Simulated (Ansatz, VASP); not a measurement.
**One calculation of Bi, two programs**

```
Bi
1.0
     3.47668   -3.10662   -0.13990
     3.47668    3.10662   -0.13990
    -1.38075    0.00000    2.95661
Bi
2
Direct
  0.24987 0.24987 0.11955
  0.75013 0.75013 0.88045
```

Alike in both runs: functional PBEsol; k mesh 10 × 10 × 14; occupations gaussian, width 0.1 eV; no spin polarisation.

Ansatz relaxed the structure, and its values are those at the end. VASP's run is a single point on that final structure, the one shown.

|  | VASP | Ansatz |
| --- | --- | --- |
| version | VASP 6.6.1 | Ansatz 0.2.0 |
| potentials or method | VASP PAW PBE potentials, release 64 (Bi_d) | scalar-relativistic, plane waves, PAW |
| plane-wave cutoff (eV) | 520 | 420 |
| valence electrons in the cell | 30 | 30 |

|  | VASP | Ansatz | Ansatz less VASP |
| --- | --- | --- | --- |
| gap on the k mesh at the Fermi level (eV) | none | none | - |
| pressure (GPa) | 1.9 | 2.0 | +0.07 |

A gap of «none» marks a metal or a gap that the smearing closes.

Caveats: the PAW data sets were made with another functional, which shifts forces and pressure a little (VASP); spin-orbit coupling is left out, which moves the levels of the heavy elements.
